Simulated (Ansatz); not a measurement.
# TaN: opening a crack plane

TaN, P-6m2, a = 2.924 Å, c = 2.871 Å. This isn't the usual stable structure of the compound. Ansatz: PBEsol, PAW, 420 eV, Γ-centred 23×23×7 mesh on 6 atoms, Gaussian smearing 0.15 eV; no spin polarisation. One cut on (001) per cell of 6 atoms is opened rigidly by x, between planes of N and Ta that stand 1.44 Å apart; y is the energy per area (7.404 Å², 1 eV/Å² = 16.02 J/m²).

```
x (Å) y (J/m²)
 0.00     0.000
 0.25     0.979
 0.50         ?
 1.00     7.130
 1.50     9.487
 2.00    10.593
 3.00    11.231
 4.50    11.361
 6.00    11.392
```

Problem. Fit the universal binding curve y = W[1 − (1 + x/l) e^(−x/l)] to the other rows, give the peak stress, and predict the missing value.

Solution. Least squares gives W = 11.4 J/m² and l = 0.471 Å. The stress dy/dx peaks at x = l with W/(e l) = 89.0 GPa, for rigid faces. At x = 0.50: x/l = 1.062, y = 3.270 J/m². The run gave 3.044 J/m², so the fit is 0.226 J/m² too high, a small miss on the scale of the series.

Spin–orbit coupling is left out, which can shift energies with elements as heavy as these.

Cost: 10 runs of about 17 core-minutes in all, on Arm Neoverse V2 (shared hosts).